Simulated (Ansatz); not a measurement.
# ZrO2 (fluorite structure)

**What was measured.** A cell as deposited of cubic ZrO2 (space group Fm-3m), temperature not stated, from the Crystallography Open Database (1971), has a = 5.090 Å and 10.99 Å³/atom.

Level of theory: DFT, r²SCAN, scalar-relativistic, no spin polarisation; plane waves to 500 eV with PAW datasets (Ansatz 0.2.0), Γ-centred 8×8×8 mesh, 0.05 eV Gaussian smearing. The datasets are Ansatz's generated set soft_2.

```yaml
crystal:
  lattice:
    - [0.00000, 2.54464, 2.54464]
    - [2.54464, 0.00000, 2.54464]
    - [2.54464, 2.54464, 0.00000]
  atoms:
    - { symbol: Zr, position: [0.00000, 0.00000, 0.00000] }
    - { symbol: O, position: [0.25000, 0.25000, 0.25000] }
    - { symbol: O, position: [0.75000, 0.75000, 0.75000] }
```

The start was a prototype's sites filled with these elements; the Crystallography Open Database holds the compound in this structure.

The cell above was scaled in volume, its shape and atoms being fixed by the lattice's symmetry. Energies are counted from the cell above.

| V (Å³/atom) | ΔE (meV/atom) | P from the stress (GPa) |
| --- | --- | --- |
| 10.545 | 15.15 | 11.43 |
| 10.765 | 3.66 | 5.42 |
| 10.985 | 0.00 | 0.01 |
| 11.204 | 3.39 | -4.88 |
| 11.424 | 13.16 | -9.29 |
| 11.754 | 38.40 | -15.10 |

Problem. Do the energies and the pressures agree? Compare −ΔE/ΔV between neighbouring points (1 meV/Å³ = 0.1602 GPa) with the mean of their pressures.

Solution. 
```json
{"interval (Å³/atom)": "10.55 to 10.77", "−ΔE/ΔV (GPa)": "8.4", "mean P (GPa)": "8.4"}
{"interval (Å³/atom)": "10.77 to 10.98", "−ΔE/ΔV (GPa)": "2.7", "mean P (GPa)": "2.7"}
{"interval (Å³/atom)": "10.98 to 11.20", "−ΔE/ΔV (GPa)": "-2.5", "mean P (GPa)": "-2.4"}
{"interval (Å³/atom)": "11.20 to 11.42", "−ΔE/ΔV (GPa)": "-7.1", "mean P (GPa)": "-7.1"}
{"interval (Å³/atom)": "11.42 to 11.75", "−ΔE/ΔV (GPa)": "-12.3", "mean P (GPa)": "-12.2"}
```
They differ by 0.08 GPa at most.

Problem. What do the two routes give for V0, B0 and B0′?

Solution. A third-order Birch–Murnaghan fit of the energies: V0 = 10.99 Å³/atom, B0 = 257 GPa, B0′ = 4.2. A polynomial of P in ln V, with B = −dP/d ln V at P = 0: V0 = 10.98 Å³/atom, B0 = 257 GPa, B0′ = 4.2.

B0·V0 = 257.1 GPa × 10.99 Å³ = 17.63 eV/atom sets the scale: near the minimum ΔE ≈ ½ B0 V0 x², with x = V/V0 − 1, and a pressure of 2.6 GPa squeezes the volume by about 1 %. At the ends of the curve: x = −4.0 % predicts 14.1 meV/atom and the run gives 15.1; x = +7.0 % predicts 43.1 meV/atom and the run gives 38.4. Compression costs more and expansion less than the parabola says, since the crystal stiffens as it shrinks; B0′ measures that.

**Against experiment.** r²SCAN gives 5.089 Å and 10.98 Å³/atom, −0.0 % in volume (−0.0 % in length) from the database's cell. Agreement this close is partly luck: the calculation is for a static lattice, the crystal has zero-point motion and thermal expansion.

The bulk modulus of 257 GPa describes a stiff oxide, as expected for highly charged Zr⁴⁺ and O²⁻ ions bound by strong electrostatic attraction, with some covalent mixing of O 2p and empty Zr 4d states. In fluorite every ion sits on a site fixed by symmetry, so a change of volume must alter all Zr–O bonds in proportion; no polyhedra can tilt to take up the strain. The asymmetry of the curve follows from the short-range repulsion between filled shells, which rises more steeply on compression than the attraction does.

The agreement of energies and stresses supports the equation of state of this ideal cubic lattice, but not its stability. Pure zirconia is monoclinic at ambient conditions and becomes cubic only at high temperature, while the tetragonal form arises from the cubic one by opposite shifts of oxygen columns. Uniform scaling cannot reveal that distortion, so the minimum in volume may well be a saddle point with respect to oxygen displacements.
